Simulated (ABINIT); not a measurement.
Na: band structure with r2SCAN

The system is Na.

```
Na
1.0
    -2.14100    2.14100    2.14100
     2.14100   -2.14100    2.14100
     2.14100    2.14100   -2.14100
Na
1
Direct
  0.00000 0.00000 0.00000
```

```yaml
Program: ABINIT 10.8.3 (patched build)
Task: band structure
Functional: r2SCAN
Potentials_or_basis: PseudoDojo NC SR PBE v0.4.1 standard
Cutoff: 1442 eV
k_mesh: 9 × 9 × 9
Occupations: fermi-dirac, width 0.05 eV
Spin: no spin polarisation
```

- Pressure: -0.3 GPa
- Band gap on the k mesh: none (metal or under the smearing width)
- Valence electrons inside the program's atomic spheres: Na 7.94 (radii [1.0584] Å)

Levels at the corners of the path, in eV from the Fermi level:
```
point  band 1  band 2  band 3  band 4  band 5  band 6  band 7  band 8
    Γ  -55.89  -26.06  -26.06  -26.06   -3.37   12.31   12.31   12.31
    H  -55.89  -26.08  -26.08  -26.08    4.70    4.70    5.13    5.13
    N  -55.89  -26.09  -26.07  -26.06    0.73    1.39    8.59    9.67
    Γ  -55.89  -26.06  -26.06  -26.06   -3.37   12.31   12.31   12.31
    P  -55.89  -26.08  -26.08  -26.08    2.81    2.81    2.81    4.87
    H  -55.89  -26.08  -26.08  -26.08    4.70    4.70    5.13    5.13
```

It took 77 s on 4 MPI ranks on Arm Neoverse V1, with other jobs on the host, peak memory 0.44 GiB a rank.

Caveat: the potentials were made for another functional, which shifts forces and pressure.
